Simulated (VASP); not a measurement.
**Ge under changes of volume**

One of the cells (23.092 Å³/atom); the others are scaled copies at fixed shape and fractional positions:

```
Ge
1.0
     0.00000    2.84765    2.84765
     2.84765    0.00000    2.84765
     2.84765    2.84765    0.00000
Ge
2
Cartesian
  4.2715 4.2715 4.2715
  2.8476 2.8476 2.8476
```

| Item | Value |
| --- | --- |
| Program | VASP 6.6.1 |
| Functional | PBE |
| Potentials or basis | VASP PAW PBE potentials, release 64 (Ge_d) |
| Cutoff | 520 eV |
| k mesh | 8 × 8 × 8 |
| Occupations | fermi-dirac, width 0.05 eV |
| Spin | no spin polarisation |

```tsv
volume (Å³/atom)	energy over the lowest point (meV/atom)	pressure (GPa)
21.281	?	?
21.733	42.91	6.9
22.186	25.85	5.1
23.092	5.34	2.1
23.545	0.95	0.8
23.997	0.00	-0.3
```

Question: What does the run at 21.281 Å³/atom give?

Answer: Energy over the lowest point 65.38 meV/atom; pressure 9.0 GPa.

Worked out: A Birch-Murnaghan fit of order 3 (a polynomial in V^(-2/3)) to the other rows has its minimum at 23.91 Å³/atom with B0 = V·E''(V) = 58 GPa and B' = 4.5. It gives 65.12 meV/atom at 21.281 Å³/atom, against the run's 65.38, and -dE/dV = 8.9 GPa, against 9.0.

Energies are extrapolated to zero smearing.
